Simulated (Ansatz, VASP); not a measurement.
**NaH in VASP and in Ansatz**

File POSCAR:

```
NaH
1.0
    2.9323912064      0.0000000000      0.0000000000
    0.0000000000      2.9323912064      0.0000000000
    0.0000000000      0.0000000000      2.9323912064
Na H
1 1
Direct
    0.0000000000      0.0000000000      0.0000000000
    0.5000000000      0.5000000000      0.5000000000
```

Contents of INCAR.step1:

```
SYSTEM = NaH
PREC = Accurate
ENCUT = 520
EDIFF = 1E-5
ISMEAR = 0
SIGMA = 0.01
LREAL = .False.
LASPH = .True.
NELM = 100
ALGO = Normal
ISIF = 2
LWAVE = .True.
LCHARG = .False.
GGA = PE
NBANDS = 11
```

Contents of INCAR.step2:

```
SYSTEM = NaH
PREC = Accurate
ENCUT = 520
EDIFF = 1E-7
ISMEAR = 0
SIGMA = 0.01
LREAL = .False.
LASPH = .True.
NELM = 100
ALGO = Normal
ISIF = 2
LWAVE = .False.
LCHARG = .False.
GGA = PE
LHFCALC = .True.
HFSCREEN = 0.2079
PRECFOCK = Normal
ISTART = 1
NBANDS = 11
```

The input KPOINTS:

```
regular mesh
0
Gamma
  4 4 4
  0 0 0
```

Input for Ansatz:

```yaml
crystal:
  lattice:
    - [2.9323912064, 0.0, 0.0]
    - [0.0, 2.9323912064, 0.0]
    - [0.0, 0.0, 2.9323912064]
  atoms:
    - { symbol: Na, position: [0.0, 0.0, 0.0] }
    - { symbol: H, position: [0.5, 0.5, 0.5] }
kpoints:
  mp_grid: { grid: [4, 4, 4] }
hamiltonian:
  xc: hse06
scf:
  occupations: { method: fixed }
  n_extra_bands: 4
output:
  forces: true
  stress: true
  eigenvalues: true
```

The cell was built by a generator and needn't be a form met in nature.

Alike in both runs: task single point; functional HSE06; k mesh 4 × 4 × 4; no spin polarisation.

```csv
,VASP,Ansatz
version,VASP 6.6.1,Ansatz 0.2.0
potentials or method,"VASP PAW PBE potentials, release 64 (Na_pv, H)","plane waves, PAW"
plane-wave cutoff (eV),520,420
occupations,"gaussian, width 0.01 eV",fixed
valence electrons in the cell,8,10
```

```csv
,VASP,Ansatz,Ansatz less VASP
gap on the k mesh at the Fermi level (eV),1.89,1.88,-0.001
pressure (GPa),0.4,0.4,0.00
```

The two sets of potentials don't hold the same shells in valence. Ansatz warned: «stress_exchange_threshold_loose».

Caveats: the k mesh is coarse (spacing up to 0.54 Å⁻¹), so the values aren't converged, least of all with exact exchange; the PAW data sets were made with another functional, which shifts forces and pressure a little (VASP). A k mesh can miss the band edges.
